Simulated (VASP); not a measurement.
The system is TaSi2.

```xyz
9
Lattice="4.7800 0.0000 0.0000 -2.3900 4.1396 0.0000 0.0000 0.0000 6.5640" Properties=species:S:1:pos:R:3 pbc="T T T"
Ta   -1.1950    2.0698    1.0940
Ta    1.1950    2.0698    5.4700
Ta    2.3900    0.0000    3.2820
Si    1.1949    0.6899    1.0940
Si   -1.1951    3.4497    5.4700
Si    2.3900    2.7599    3.2820
Si    1.1951    3.4497    1.0940
Si    3.5851    0.6899    5.4700
Si    0.0000    1.3797    3.2820
```

* Program: VASP 6.6.1
* Task: relaxation of cell and atoms
* Functional: PBE
* Potentials or basis: VASP PAW PBE potentials, release 64 (Ta_pv, Si)
* Cutoff: 600 eV
* k mesh: 5 × 5 × 3
* Occupations: fermi-dirac, width 0.05 eV
* Spin: no spin polarisation

At the start: pressure 3.7 GPa; volume 14.43 Å³/atom.

Question: Where does the relaxation end?

Answer: Over 7 steps the energy falls by 20.4 meV/atom and the volume is 14.67 Å³/atom (+1.7 %); space group P6_222 (No. 180, to 0.05 Å).

The path:
| step | energy change (eV) | largest force (eV/Å) | pressure (GPa) | volume (Å³) |
| --- | --- | --- | --- | --- |
| 1 | 0.0000 | 0.7965 | 3.69 | 129.88 |
| 2 | -0.0728 | 0.2635 | -5.51 | 136.23 |
| 3 | -0.1061 | 0.4473 | -2.42 | 133.90 |
| 4 | -0.1779 | 0.0692 | -0.28 | 132.21 |
| 5 | -0.1799 | 0.0029 | 0.14 | 131.91 |
| 6 | -0.1832 | 0.0100 | 0.08 | 132.08 |
| 7 | -0.1832 | 0.0074 | 0.08 | 132.05 |

Final structure:
```yaml
crystal:
  lattice:
    - [4.81425, 0.00000, 0.00000]
    - [-2.40713, 4.16926, 0.00000]
    - [0.00000, 0.00000, 6.57902]
  atoms:
    - { symbol: Ta, position: [0.00000, 0.50000, 0.16667] }
    - { symbol: Ta, position: [0.50000, 0.50000, 0.83333] }
    - { symbol: Ta, position: [0.50000, 0.00000, 0.50000] }
    - { symbol: Si, position: [0.31747, 0.15873, 0.16667] }
    - { symbol: Si, position: [0.15873, 0.84127, 0.83333] }
    - { symbol: Si, position: [0.84127, 0.68253, 0.50000] }
    - { symbol: Si, position: [0.68253, 0.84127, 0.16667] }
    - { symbol: Si, position: [0.84127, 0.15873, 0.83333] }
    - { symbol: Si, position: [0.15873, 0.31747, 0.50000] }
```
